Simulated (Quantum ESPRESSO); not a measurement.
**Rh: single point with PBE**

Rh:

```
Rh
1.0
     2.73098    0.00000    0.00000
    -1.36549    2.36510    0.00000
     0.00000    0.00000    4.42849
Rh
2
Direct
  0.33333 0.66667 0.25000
  0.66667 0.33333 0.75000
```

This isn't the form of Rh at room conditions, which is fcc.

| Quantity | Value |
| --- | --- |
| Program | Quantum ESPRESSO 7.5 |
| Task | single point |
| Functional | PBE |
| Potentials or basis | SSSP 1.3 efficiency PBE |
| Cutoff | 816 eV |
| Density cutoff | 3265 eV |
| k mesh | 11 × 11 × 6 |
| Occupations | fermi-dirac, width 0.05 eV |
| Spin | no spin polarisation |
| Mixing beta | 0.5 |
| Most SCF iterations | 120 |
| SCF threshold | 4e-10 Ry |

| Quantity | Value |
| --- | --- |
| Pressure | -4.0 GPa |
| Band gap on the k mesh | none (metal or under the smearing width) |

Stress tensor (GPa, compression positive):
```
-3.51  0.00  0.00
 0.00 -3.51  0.00
 0.00  0.00 -4.84
```

Levels at points of the mesh, in eV from the Fermi level:
```
            k point  band 14  band 15  band 16  band 17  band 18  band 19  band 20  band 21
 (0.00, 0.00, 0.00)    -2.35    -2.35    -1.77    -1.77     0.14     0.14     0.80     8.23
(0.00, 0.00, -0.50)    -2.94    -2.94    -2.94    -0.40    -0.40    -0.40    -0.40    14.80
```

It took 21 s on 1 thread of Arm Neoverse V2, with other jobs on the host, peak memory 0.08 GiB.
